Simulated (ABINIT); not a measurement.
**PbO2: single point with LDA**

Crystal: PbO2.

```
CELL_PARAMETERS angstrom
0.00000 2.64054 2.64054
2.64054 0.00000 2.64054
2.64054 2.64054 0.00000
ATOMIC_POSITIONS crystal
Pb 0.00000 0.00000 0.00000
O 0.75000 0.75000 0.75000
O 0.25000 0.25000 0.25000
```

The cell comes from a database or a generator and needn't be the stable form of this composition.

The cell isn't the ideal one: cell relaxed.

```
Program             : ABINIT 10.8.3 (patched build)
Task                : single point
Functional          : LDA
Potentials or basis : PseudoDojo NC SR LDA v0.4.1 standard
Cutoff              : 1143 eV
k mesh              : 7 × 7 × 7
Occupations         : fermi-dirac, width 0.05 eV
Spin                : no spin polarisation
```

```
Pressure                                              : 0.0 GPa
Band gap on the k mesh                                : none (metal or under the smearing width)
Valence electrons inside the program's atomic spheres : Pb 9.94; O 6.11
```

Levels at points of the mesh, in eV from the Fermi level:
| k point | band 9 | band 10 | band 11 | band 12 | band 13 | band 14 | band 15 | band 16 | band 17 |
| --- | --- | --- | --- | --- | --- | --- | --- | --- | --- |
| (0.00, 0.00, 0.00) | -2.17 | -2.17 | -2.17 | -1.43 | -1.43 | -1.43 | 6.87 | 6.87 | 6.87 |

Wall time 9.4 s on 4 MPI ranks on Intel(R) Xeon(R) 6975P-C (Granite Rapids), with other jobs on the host, peak memory 0.32 GiB a rank.

The run has no spin-orbit coupling, so splittings on Pb are missing.
